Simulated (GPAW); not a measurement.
# Ni (Fm-3m) in GPAW: further runs

The runs below take Ni through relaxation of cell and atoms, with PBEsol+D3(BJ), PBEsol+D4.

Everything below comes from runs of GPAW 26.7.0. Logs are shortened: lines on timing, memory, paths and dates and some standing lists are left out, and cuts for length are marked. The log counts tension as positive stress, the text compression.

**1. The crystal as given**

Symmetry: Fm-3m, No. 225, cubic system. Conventional cell: a = 3.475 Å, b = 3.475 Å, c = 3.475 Å, α = 90.00°, β = 90.00°, γ = 90.00°. Ni (site symmetry m-3m) is surrounded by 12 Ni at 2.46 Å.

**2. Relaxation of cell and atoms, PBEsol+D3(BJ), collinear spin, ferromagnetic start, target pressure -1 GPa, at which the enthalpy is minimised**

File run.py:

```python
from ase.calculators.mixing import SumCalculator
from ase.filters import FrechetCellFilter
from ase.io import read, write
from ase.optimize import LBFGS
from ase.units import GPa
from dftd3.ase import DFTD3
from gpaw import GPAW, PW, setup_paths

setup_paths.insert(0, '.')

atoms = read('Ni.xyz')
atoms.set_initial_magnetic_moments([1.0])

calc = GPAW(mode=PW(600),
            xc='PBEsol',
            kpts={'size': (13, 13, 13), 'gamma': True},
            occupations={'name': 'fermi-dirac', 'width': 0.05},
            nbands=17,
            convergence={'density': 1e-05, 'forces': 0.0001},
            maxiter=150,
            txt='gpaw.txt')
atoms.calc = SumCalculator([calc, DFTD3(method='pbesol', damping='d3bj')])
opt = LBFGS(FrechetCellFilter(atoms, scalar_pressure=-1 * GPa), trajectory='relax.traj', logfile='-')
done = opt.run(fmax=0.02, steps=60)
calc.write('gs.gpw')
write('result.traj', atoms)
print('Converged:', done)
print('Cell:', atoms.cell.cellpar().round(4))
print('Volume:', round(atoms.get_volume(), 4))
print(atoms.get_scaled_positions().round(5))
```

File Ni.xyz:

```xyz
1
Lattice="0.0000000000 1.7375729330 1.7375729330 1.7375729330 0.0000000000 1.7375729330 1.7375729330 1.7375729330 0.0000000000" Properties=species:S:1:pos:R:3 pbc="T T T"
Ni     0.0000000000      0.0000000000      0.0000000000
```

Potentials or basis: PAW data sets generated in the run's folder for this functional, pw.

On the command line:

```sh
$ gpaw-setup -f PBEsol Ni
$ OMP_NUM_THREADS=1 python run.py
```

gpaw.txt:

```text
__  _  _
 | _ |_)|_||  |
 |__||  | ||/\| - 26.7.0

Input parameters:
  mode=PW(ecut=600.0),
  convergence={'density': 1e-05, 'forces': 0.0001},
  kpts=MonkhorstPack(size=(13, 13, 13), gamma=True),
  maxiter=150,
  nbands=17,
  occupations=Occupations(name='fermi-dirac', width=0.05),
  xc=XC(name='PBEsol')

Diagonalizing LCAO Hamiltonian
Converting LCAO to pw mode

       Ni

Atoms  # Å, Bohr magnetons
|   | symbol |        x |        y |        z |    initial magnetic moments |
|---|--------|----------|----------|----------|-----------------------------|
| 0 |     Ni | 0.000000 | 0.000000 | 0.000000 | ( 0.0000,  0.0000,  1.0000) |

Unit cell  # Å
| periodic |        x |        y |        z |  lengths |    angles |
|----------|----------|----------|----------|----------|-----------|
|      yes | 0.000000 | 1.737573 | 1.737573 | 2.457299 | 60.000000 |
|      yes | 1.737573 | 0.000000 | 1.737573 | 2.457299 | 60.000000 |
|      yes | 1.737573 | 1.737573 | 0.000000 | 2.457299 | 60.000000 |

Number of symmetries: 48
Symmetry operations  # r_c * U_cc + t_c -> r_c
|    | kind |            matrix            |
|----|------|------------------------------|
|  0 |  σ   |  1, 0, 0,  1, 0,-1,  1,-1, 0 |
|  1 |  C2  |  1, 0, 0,  1,-1, 0,  1, 0,-1 |
|  2 |  E   |  1, 0, 0,  0, 1, 0,  0, 0, 1 |
|  3 |  σ   |  1, 0, 0,  0, 0, 1,  0, 1, 0 |
|  4 |  C4  |  1, 0,-1,  1, 0, 0,  1,-1, 0 |
|  5 |  S6  |  1, 0,-1,  1,-1, 0,  1, 0, 0 |
|  6 |  σ   |  1, 0,-1,  0, 1,-1,  0, 0,-1 |
|  7 |  C3  |  1, 0,-1,  0, 0,-1,  0, 1,-1 |
|  8 |  S6  |  1,-1, 0,  1, 0, 0,  1, 0,-1 |
|  9 |  C4  |  1,-1, 0,  1, 0,-1,  1, 0, 0 |
| 10 |  C3  |  1,-1, 0,  0,-1, 1,  0,-1, 0 |
| 11 |  σ   |  1,-1, 0,  0,-1, 0,  0,-1, 1 |
| 12 |  σ   |  0, 1, 0,  1, 0, 0,  0, 0, 1 |
| 13 |  C4  |  0, 1, 0,  0, 1,-1, -1, 1, 0 |
| 14 |  C3  |  0, 1, 0,  0, 0, 1,  1, 0, 0 |
| 15 |  S6  |  0, 1, 0, -1, 1, 0,  0, 1,-1 |
| 16 |  C2  |  0, 1,-1,  1, 0,-1,  0, 0,-1 |
| 17 |  σ   |  0, 1,-1,  0, 1, 0, -1, 1, 0 |
| 18 |  S4  |  0, 1,-1,  0, 0,-1,  1, 0,-1 |
| 19 |  C4  |  0, 1,-1, -1, 1, 0,  0, 1, 0 |
| 20 |  C3  |  0, 0, 1,  1, 0, 0,  0, 1, 0 |
| 21 |  σ   |  0, 0, 1,  0, 1, 0,  1, 0, 0 |
[... 136 lines left out ...]
SCF iterations
|iter     | |      energy | eigst |  dens |force |  magmom |
|---------|-|-------------|-------|-------|------|---------|
|iter:   1| |   -7.817901 | -0.01 |       |      |  +1.0008|
|iter:   2| |   -7.829435 | -2.97 | -1.49 |      |  +0.9844|
|iter:   3| |   -7.943654 | -2.56 | -1.51 |      |  +0.7370|
|iter:   4| |   -7.952642 | -2.94 | -1.91 |      |  +0.5908|
|iter:   5| |   -7.950302 | -3.87 | -2.07 |      |  +0.6355|
|iter:   6| |   -7.950312c| -6.79 | -3.36 |      |  +0.6340|
|iter:   7| |   -7.950326c| -7.04 | -3.62 |      |  +0.6324|
|iter:   8| |   -7.950327c| -7.83c| -4.40 |      |  +0.6323|
|iter:   9| |   -7.950329c| -8.13c| -4.67 |      |  +0.6323|
|iter:  10| |   -7.950329c| -8.41c| -5.00 |      |  +0.6323|
|iter:  11| |   -7.950329c| -8.08c| -5.25c|      |  +0.6323|
|iter:  12| |   -7.950329c| -9.97c| -6.42c|-24.53c|  +0.6323|

Converged in 12 steps
Energy contributions relative to reference atoms: (reference = -41332.588830)

Energy contributions:
  Kinetic:           5.501895
  Coulomb:          -3.568976
  Zero:              0.072188
  External:          0.000000
  Xc:               -9.949232
  Entropy:          -0.012409
  Spinorbit:         0.000000
  ----------------------------
  Free energy:      -7.956533
  Extrapolated:     -7.950329

dipole moment: (-7.149331, -7.149331, -7.149331)  # |e|*Ang

Total magnetic moment: (0.000000, 0.000000, 0.632268)
[... 28 lines left out ...]
No gap
No difference between direct/indirect transitions

Stress tensor  # eV/Ang^3
|         x |         y |         z |
|-----------|-----------|-----------|
| -0.003949 |  0.000000 |  0.000000 |
|  0.000000 | -0.003949 | -0.000000 |
|  0.000000 | -0.000000 | -0.003949 |

Forces  # eV/Ang
|       x |       y |       z |
|---------|---------|---------|
| 0.00000 | 0.00000 | 0.00000 |  # Ni   0

Interpolating wave functions to new cell

       Ni

Atoms  # Å, Bohr magnetons
|   | symbol |         x |         y |         z |    initial magnetic moments |
|---|--------|-----------|-----------|-----------|-----------------------------|
| 0 |     Ni | -0.000000 | -0.000000 | -0.000000 | ( 0.0000,  0.0000,  0.6644) |

Unit cell  # Å
| periodic |         x |        y |        z |  lengths |    angles |
|----------|-----------|----------|----------|----------|-----------|
|      yes | -0.000000 | 1.729507 | 1.729507 | 2.445892 | 60.000000 |
|      yes |  1.729507 | 0.000000 | 1.729507 | 2.445892 | 60.000000 |
|      yes |  1.729507 | 1.729507 | 0.000000 | 2.445892 | 60.000000 |

Number of symmetries: 48
Symmetry operations  # r_c * U_cc + t_c -> r_c
|    | kind |            matrix            |
|----|------|------------------------------|
|  0 |  σ   |  1, 0, 0,  1, 0,-1,  1,-1, 0 |
|  1 |  C2  |  1, 0, 0,  1,-1, 0,  1, 0,-1 |
|  2 |  E   |  1, 0, 0,  0, 1, 0,  0, 0, 1 |
|  3 |  σ   |  1, 0, 0,  0, 0, 1,  0, 1, 0 |
|  4 |  C4  |  1, 0,-1,  1, 0, 0,  1,-1, 0 |
|  5 |  S6  |  1, 0,-1,  1,-1, 0,  1, 0, 0 |
|  6 |  σ   |  1, 0,-1,  0, 1,-1,  0, 0,-1 |
|  7 |  C3  |  1, 0,-1,  0, 0,-1,  0, 1,-1 |
|  8 |  S6  |  1,-1, 0,  1, 0, 0,  1, 0,-1 |
|  9 |  C4  |  1,-1, 0,  1, 0,-1,  1, 0, 0 |
| 10 |  C3  |  1,-1, 0,  0,-1, 1,  0,-1, 0 |
| 11 |  σ   |  1,-1, 0,  0,-1, 0,  0,-1, 1 |
| 12 |  σ   |  0, 1, 0,  1, 0, 0,  0, 0, 1 |
| 13 |  C4  |  0, 1, 0,  0, 1,-1, -1, 1, 0 |
| 14 |  C3  |  0, 1, 0,  0, 0, 1,  1, 0, 0 |
| 15 |  S6  |  0, 1, 0, -1, 1, 0,  0, 1,-1 |
| 16 |  C2  |  0, 1,-1,  1, 0,-1,  0, 0,-1 |
| 17 |  σ   |  0, 1,-1,  0, 1, 0, -1, 1, 0 |
| 18 |  S4  |  0, 1,-1,  0, 0,-1,  1, 0,-1 |
| 19 |  C4  |  0, 1,-1, -1, 1, 0,  0, 1, 0 |
| 20 |  C3  |  0, 0, 1,  1, 0, 0,  0, 1, 0 |
| 21 |  σ   |  0, 0, 1,  0, 1, 0,  1, 0, 0 |
[... 136 lines left out ...]
SCF iterations
|iter     | |      energy | eigst |  dens |force |  magmom |
|---------|-|-------------|-------|-------|------|---------|
|iter:   1| |   -7.951152 | -2.37 |       |      |  +0.6323|
|iter:   2| |   -7.950047 | -5.62 | -2.26 |      |  +0.6324|
|iter:   3| |   -7.948267c| -4.99 | -2.35 |      |  +0.6327|
|iter:   4| |   -7.948264c| -6.11 | -3.02 |      |  +0.6323|
|iter:   5| |   -7.948283c| -5.61 | -3.18 |      |  +0.6315|
|iter:   6| |   -7.948283c| -7.96c| -3.89 |      |  +0.6313|
|iter:   7| |   -7.948283c| -7.74c| -4.00 |      |  +0.6310|
|iter:   8| |   -7.948283c| -7.80c| -4.62 |      |  +0.6310|
|iter:   9| |   -7.948283c| -7.74c| -4.86 |      |  +0.6310|
|iter:  10| |   -7.948283c| -9.92c| -6.02c|      |  +0.6310|
|iter:  11| |   -7.948283c|-10.53c| -6.49c|-25.79c|  +0.6310|

Converged in 11 steps
Energy contributions relative to reference atoms: (reference = -41332.588830)

Energy contributions:
  Kinetic:           6.151586
  Coulomb:          -4.064281
  Zero:              0.069347
  External:          0.000000
  Xc:              -10.098854
  Entropy:          -0.012160
  Spinorbit:         0.000000
  ----------------------------
  Free energy:      -7.954362
  Extrapolated:     -7.948283

dipole moment: (-7.119304, -7.119304, -7.119304)  # |e|*Ang

Total magnetic moment: (0.000000, 0.000000, 0.631046)
[... 28 lines left out ...]
No gap
No difference between direct/indirect transitions

Stress tensor  # eV/Ang^3
|         x |         y |         z |
|-----------|-----------|-----------|
| -0.025388 | -0.000000 | -0.000000 |
| -0.000000 | -0.025388 |  0.000000 |
| -0.000000 |  0.000000 | -0.025388 |

Forces  # eV/Ang
|       x |       y |       z |
|---------|---------|---------|
| 0.00000 | 0.00000 | 0.00000 |  # Ni   0

Interpolating wave functions to new cell

       Ni

Atoms  # Å, Bohr magnetons
|   | symbol |        x |         y |         z |    initial magnetic moments |
|---|--------|----------|-----------|-----------|-----------------------------|
| 0 |     Ni | 0.000000 | -0.000000 | -0.000000 | ( 0.0000,  0.0000,  0.6621) |

Unit cell  # Å
| periodic |         x |         y |         z |  lengths |    angles |
|----------|-----------|-----------|-----------|----------|-----------|
|      yes | -0.000000 |  1.725280 |  1.725280 | 2.439914 | 60.000000 |
|      yes |  1.725280 | -0.000000 |  1.725280 | 2.439914 | 60.000000 |
|      yes |  1.725280 |  1.725280 | -0.000000 | 2.439914 | 60.000000 |

Number of symmetries: 48
Symmetry operations  # r_c * U_cc + t_c -> r_c
|    | kind |            matrix            |
|----|------|------------------------------|
|  0 |  σ   |  1, 0, 0,  1, 0,-1,  1,-1, 0 |
|  1 |  C2  |  1, 0, 0,  1,-1, 0,  1, 0,-1 |
|  2 |  E   |  1, 0, 0,  0, 1, 0,  0, 0, 1 |
|  3 |  σ   |  1, 0, 0,  0, 0, 1,  0, 1, 0 |
|  4 |  C4  |  1, 0,-1,  1, 0, 0,  1,-1, 0 |
|  5 |  S6  |  1, 0,-1,  1,-1, 0,  1, 0, 0 |
|  6 |  σ   |  1, 0,-1,  0, 1,-1,  0, 0,-1 |
|  7 |  C3  |  1, 0,-1,  0, 0,-1,  0, 1,-1 |
|  8 |  S6  |  1,-1, 0,  1, 0, 0,  1, 0,-1 |
|  9 |  C4  |  1,-1, 0,  1, 0,-1,  1, 0, 0 |
| 10 |  C3  |  1,-1, 0,  0,-1, 1,  0,-1, 0 |
| 11 |  σ   |  1,-1, 0,  0,-1, 0,  0,-1, 1 |
| 12 |  σ   |  0, 1, 0,  1, 0, 0,  0, 0, 1 |
| 13 |  C4  |  0, 1, 0,  0, 1,-1, -1, 1, 0 |
| 14 |  C3  |  0, 1, 0,  0, 0, 1,  1, 0, 0 |
| 15 |  S6  |  0, 1, 0, -1, 1, 0,  0, 1,-1 |
| 16 |  C2  |  0, 1,-1,  1, 0,-1,  0, 0,-1 |
| 17 |  σ   |  0, 1,-1,  0, 1, 0, -1, 1, 0 |
| 18 |  S4  |  0, 1,-1,  0, 0,-1,  1, 0,-1 |
| 19 |  C4  |  0, 1,-1, -1, 1, 0,  0, 1, 0 |
| 20 |  C3  |  0, 0, 1,  1, 0, 0,  0, 1, 0 |
| 21 |  σ   |  0, 0, 1,  0, 1, 0,  1, 0, 0 |
[... 136 lines left out ...]
SCF iterations
|iter     | |      energy | eigst |  dens |force |  magmom |
|---------|-|-------------|-------|-------|------|---------|
|iter:   1| |   -7.946752 | -2.92 |       |      |  +0.6310|
|iter:   2| |   -7.946448 | -6.19 | -2.54 |      |  +0.6311|
|iter:   3| |   -7.945951c| -5.56 | -2.64 |      |  +0.6313|
|iter:   4| |   -7.945950c| -6.67 | -3.30 |      |  +0.6311|
|iter:   5| |   -7.945955c| -6.17 | -3.46 |      |  +0.6306|
|iter:   6| |   -7.945955c| -7.98c| -4.18 |      |  +0.6305|
|iter:   7| |   -7.945955c| -8.31c| -4.28 |      |  +0.6304|
|iter:   8| |   -7.945955c| -8.40c| -4.91 |      |  +0.6304|
|iter:   9| |   -7.945955c| -7.93c| -5.14c|      |  +0.6304|
|iter:  10| |   -7.945955c|-10.20c| -6.30c|-25.30c|  +0.6304|

Converged in 10 steps
Energy contributions relative to reference atoms: (reference = -41332.588830)

Energy contributions:
  Kinetic:           6.507030
  Coulomb:          -4.335500
  Zero:              0.067794
  External:          0.000000
  Xc:              -10.179264
  Entropy:          -0.012029
  Spinorbit:         0.000000
  ----------------------------
  Free energy:      -7.951969
  Extrapolated:     -7.945955

dipole moment: (-7.103530, -7.103530, -7.103530)  # |e|*Ang

Total magnetic moment: (0.000000, 0.000000, 0.630389)
[... 28 lines left out ...]
No gap
No difference between direct/indirect transitions

Stress tensor  # eV/Ang^3
|         x |         y |         z |
|-----------|-----------|-----------|
| -0.037257 | -0.000000 |  0.000000 |
| -0.000000 | -0.037257 | -0.000000 |
|  0.000000 | -0.000000 | -0.037257 |

Forces  # eV/Ang
|       x |       y |        z |
|---------|---------|----------|
| 0.00000 | 0.00000 | -0.00000 |  # Ni   0

# Writing to gs.gpw (mode='')
```

Wall time 52 s (1 thread of Arm Neoverse V2, shared host); peak memory 0.17 GiB.

What came out:

| Item | Value |
| --- | --- |
| Free energy | -8.3937 eV |
| Relaxed volume | 10.27 Å³/atom |
| Relaxed cell | a = 2.440 Å, b = 2.440 Å, c = 2.440 Å, α = 60.00°, β = 60.00°, γ = 60.00° |
| Space group after relaxing (to 0.05 Å) | Fm-3m (No. 225) |
| Energy change on relaxing (the enthalpy is what falls) | -5.0 meV/atom |
| Ionic steps | 3 |
| Pressure after relaxing | -0.9 GPa |
| Band gap on the k mesh | none (metal or under the smearing width) |
| Net moment | 0.63 μB per cell |
| Site moments | Ni +0.66 μB |
| Dispersion energy per atom | -0.442 eV |

The path:
```csv
step,energy change (eV),largest force (eV/Å),pressure (GPa),volume (Å³)
1,0.0000,0.0000,-5.97,10.49
2,-0.0040,0.0000,-2.74,10.35
3,-0.0050,0.0000,-0.94,10.27
```

Final structure:
```
Ni
1.0
     0.00000    1.72528    1.72528
     1.72528    0.00000    1.72528
     1.72528    1.72528    0.00000
Ni
1
Direct
  0.00000 0.00000 0.00000
```

Caveat: each step starts from the last one's moments, so a moment once lost doesn't come back; the stock nickel data set gives pressures a few GPa off other programs; later steps reuse the first step's grids; pairwise dispersion overbinds metals, which lowers pressure and volume.

**3. Relaxation of cell and atoms, PBEsol+D4, collinear spin, ferromagnetic start**

run.py: that of step 2 with these lines changed.

```diff
@@ -3,5 +3,4 @@
 from ase.io import read, write
-from ase.optimize import LBFGS
-from ase.units import GPa
-from dftd3.ase import DFTD3
+from ase.optimize import BFGS
+from dftd4.ase import DFTD4
 from gpaw import GPAW, PW, setup_paths
@@ -21,5 +20,5 @@
             txt='gpaw.txt')
-atoms.calc = SumCalculator([calc, DFTD3(method='pbesol', damping='d3bj')])
-opt = LBFGS(FrechetCellFilter(atoms, scalar_pressure=-1 * GPa), trajectory='relax.traj', logfile='-')
-done = opt.run(fmax=0.02, steps=60)
+atoms.calc = SumCalculator([calc, DFTD4(method='pbesol')])
+opt = BFGS(FrechetCellFilter(atoms), trajectory='relax.traj', logfile='-')
+done = opt.run(fmax=0.05, steps=60)
 calc.write('gs.gpw')
```

Ni.xyz is that of step 2.

Potentials or basis: PAW data sets generated in the run's folder for this functional, pw.

On the command line:

```sh
$ gpaw-setup -f PBEsol Ni
$ OMP_NUM_THREADS=1 python run.py
```

gpaw.txt:

```text
__  _  _
 | _ |_)|_||  |
 |__||  | ||/\| - 26.7.0

Input parameters:
  mode=PW(ecut=600.0),
  convergence={'density': 1e-05, 'forces': 0.0001},
  kpts=MonkhorstPack(size=(13, 13, 13), gamma=True),
  maxiter=150,
  nbands=17,
  occupations=Occupations(name='fermi-dirac', width=0.05),
  xc=XC(name='PBEsol')

Diagonalizing LCAO Hamiltonian
Converting LCAO to pw mode

       Ni

Atoms  # Å, Bohr magnetons
|   | symbol |        x |        y |        z |    initial magnetic moments |
|---|--------|----------|----------|----------|-----------------------------|
| 0 |     Ni | 0.000000 | 0.000000 | 0.000000 | ( 0.0000,  0.0000,  1.0000) |

Unit cell  # Å
| periodic |        x |        y |        z |  lengths |    angles |
|----------|----------|----------|----------|----------|-----------|
|      yes | 0.000000 | 1.737573 | 1.737573 | 2.457299 | 60.000000 |
[... 522 lines left out ...]
|  7 |  C3  |  1, 0,-1,  0, 0,-1,  0, 1,-1 |
|  8 |  S6  |  1,-1, 0,  1, 0, 0,  1, 0,-1 |
[... 149 lines left out ...]
SCF iterations
|iter     | |      energy | eigst |  dens |force |  magmom |
|---------|-|-------------|-------|-------|------|---------|
|iter:   1| |   -7.948799 | -3.37 |       |      |  +0.6315|
|iter:   2| |   -7.948687 | -6.63 | -2.77 |      |  +0.6316|
|iter:   3| |   -7.948502c| -6.01 | -2.86 |      |  +0.6316|
|iter:   4| |   -7.948502c| -7.12 | -3.52 |      |  +0.6315|
|iter:   5| |   -7.948504c| -6.62 | -3.68 |      |  +0.6313|
|iter:   6| |   -7.948504c| -7.69c| -4.40 |      |  +0.6312|
|iter:   7| |   -7.948504c| -8.74c| -4.51 |      |  +0.6311|
|iter:   8| |   -7.948504c| -8.83c| -5.13c|      |  +0.6311|
|iter:   9| |   -7.948504c| -8.38c| -5.36c|-24.96c|  +0.6311|

Converged in 9 steps
Energy contributions relative to reference atoms: (reference = -41332.588830)

Energy contributions:
  Kinetic:           6.109338
  Coulomb:          -4.032039
  Zero:              0.069532
  External:          0.000000
  Xc:              -10.089248
  Entropy:          -0.012175
  Spinorbit:         0.000000
  ----------------------------
  Free energy:      -7.954592
  Extrapolated:     -7.948504
[... 35 lines left out ...]
Stress tensor  # eV/Ang^3
|         x |         y |         z |
|-----------|-----------|-----------|
| -0.023988 |  0.000000 | -0.000000 |
|  0.000000 | -0.023988 | -0.000000 |
| -0.000000 | -0.000000 | -0.023988 |

Forces  # eV/Ang
|       x |        y |       z |
|---------|----------|---------|
| 0.00000 | -0.00000 | 0.00000 |  # Ni   0

# Writing to gs.gpw (mode='')
```

stdout:

```text
Step          Energy          fmax
BFGS:    0       -8.221025        0.203147
BFGS:    1       -8.222256        0.067861
BFGS:    2       -8.222422        0.001256
Converged: True
Cell: [ 2.4466  2.4466  2.4466 60.     60.     60.    ]
Volume: 10.3557
[[0. 0. 0.]]
```

Wall time 54 s (1 thread of Arm Neoverse V2, shared host); peak memory 0.17 GiB.

What came out:

- Free energy: -8.2285 eV
- Relaxed volume: 10.36 Å³/atom
- Relaxed cell: a = 2.447 Å, b = 2.447 Å, c = 2.447 Å, α = 60.00°, β = 60.00°, γ = 60.00°
- Space group after relaxing (to 0.05 Å): Fm-3m (No. 225)
- Energy gained by relaxing: 1.4 meV/atom
- Ionic steps: 3
- Pressure after relaxing: 0.0 GPa
- Band gap on the k mesh: none (metal or under the smearing width)
- Net moment: 0.63 μB per cell
- Site moments: Ni +0.66 μB
- Dispersion energy per atom: -0.274 eV

The path:
| step | energy change (eV) | largest force (eV/Å) | pressure (GPa) | volume (Å³) |
| --- | --- | --- | --- | --- |
| 1 | 0.0000 | 0.0000 | -3.10 | 10.49 |
| 2 | -0.0012 | 0.0000 | -1.05 | 10.40 |
| 3 | -0.0014 | 0.0000 | 0.02 | 10.36 |

Final structure:
```
Ni
1.0
     0.00000    1.73002    1.73002
     1.73002    0.00000    1.73002
     1.73002    1.73002    0.00000
Ni
1
Direct
  0.00000 0.00000 0.00000
```

Levels at points of the mesh, in eV from the Fermi level:
Spin up:
| k point | band 4 | band 5 | band 6 | band 7 | band 8 | band 9 | band 10 | band 11 | band 12 | band 13 |
| --- | --- | --- | --- | --- | --- | --- | --- | --- | --- | --- |
| (0.00, 0.00, 0.00) | -9.60 | -2.63 | -2.63 | -2.63 | -1.34 | -1.34 | 24.04 | 28.03 | 28.03 | 28.03 |
Spin down:
| k point | band 4 | band 5 | band 6 | band 7 | band 8 | band 9 | band 10 | band 11 | band 12 | band 13 |
| --- | --- | --- | --- | --- | --- | --- | --- | --- | --- | --- |
| (0.00, 0.00, 0.00) | -9.61 | -1.89 | -1.89 | -1.89 | -0.72 | -0.72 | 23.91 | 28.03 | 28.03 | 28.03 |

Caveat: each step starts from the last one's moments, so a moment once lost doesn't come back; the stock nickel data set gives pressures a few GPa off other programs; later steps reuse the first step's grids; pairwise dispersion overbinds metals, which lowers pressure and volume.
